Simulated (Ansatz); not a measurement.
**Compressing MgO: a fit and a missing row**

MgO, Fm-3m, a = 4.214 Å. Ansatz: PBEsol, PAW, 420 eV, Γ-centred 10×10×10 mesh on 2 atoms, Gaussian smearing 0.02 eV; no spin polarisation. Symmetry fixes shape and atoms, so the cell is only scaled; pressure is positive in compression.

| V (Å³/atom) | P (GPa) |
| --- | --- |
| 8.233 | ? |
| 8.514 | 18.03 |
| 8.794 | 11.05 |
| 9.075 | 5.09 |
| 9.356 | -0.02 |
| 9.636 | -4.39 |
| 9.917 | -8.15 |
| 10.291 | -12.34 |

Q: Take V0 = 9.356 Å³/atom, count pressures from its P0 = -0.02 GPa, fit the third-order Birch–Murnaghan form to the other rows, and predict the missing pressure.

A: With the Eulerian strain f = ½[(V0/V)^(2/3) − 1] and y = (P − P0)/[3f(1 + 2f)^(5/2)], the form is the line y = B0 + 1.5 B0 (B0′ − 4) f. Rows (f, y): 0.03244, 158.5; 0.02108, 157.9; 0.01027, 157.6; -0.00973, 157.2; -0.01904, 156.8; -0.03076, 156.5. Means f = 0.0007100, y = 157.42; Σ(Δf)² = 0.003003, ΣΔfΔy = 0.08926; the slope is their ratio. y = 157.4 + 29.73 f GPa, so B0 = 157.4 GPa and B0′ = 4 + 2 × (29.73)/(3 × 157.4) = 4.13. At V = 8.233, f = 0.04449, y = 158.72 and P = 26.20 GPa. The run gave 26.19 GPa, so the fit is 0.01 GPa too high, within twice the rms miss on the fitted rows (0.008 GPa).